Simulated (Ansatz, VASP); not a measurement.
## AlCu3: VASP beside Ansatz

```
CELL_PARAMETERS angstrom
3.63738 0.00000 0.00000
0.00000 3.63738 0.00000
0.00000 0.00000 3.63738
ATOMIC_POSITIONS crystal
Cu 0.00000 0.50000 0.50000
Cu 0.50000 0.00000 0.50000
Cu 0.50000 0.50000 0.00000
Al 0.00000 0.00000 0.00000
```

The cell comes from a database or a generator and needn't be the stable form of this composition.

Alike in both runs: task single point; functional PBEsol; k mesh 7 × 7 × 7; occupations fermi-dirac, width 0.05 eV; no spin polarisation.

|  | VASP | Ansatz |
| --- | --- | --- |
| version | VASP 6.6.1 | Ansatz 0.2.0 |
| potentials or method | VASP PAW PBE potentials, release 64 (Cu, Al) | Ansatz PAW |
| plane-wave cutoff (eV) | 520 | 420 |
| valence electrons in the cell | 36 | 60 |

VASP gave:

* gap on the k mesh at the Fermi level (eV): none
* pressure (GPa): -0.2

**Question.** Estimate Ansatz's values.

**Answer.** gap on the k mesh at the Fermi level (eV): none; pressure (GPa): -0.7.

A gap of «none» marks a metal or a gap that the smearing closes. The two sets of potentials don't hold the same shells in valence.

Caveats: the PAW data sets were made with another functional, which shifts forces and pressure a little (VASP); the PAW data sets come from PBE, with cores solved anew for the run's functional, which leaves a small shift of forces and pressure (Ansatz).
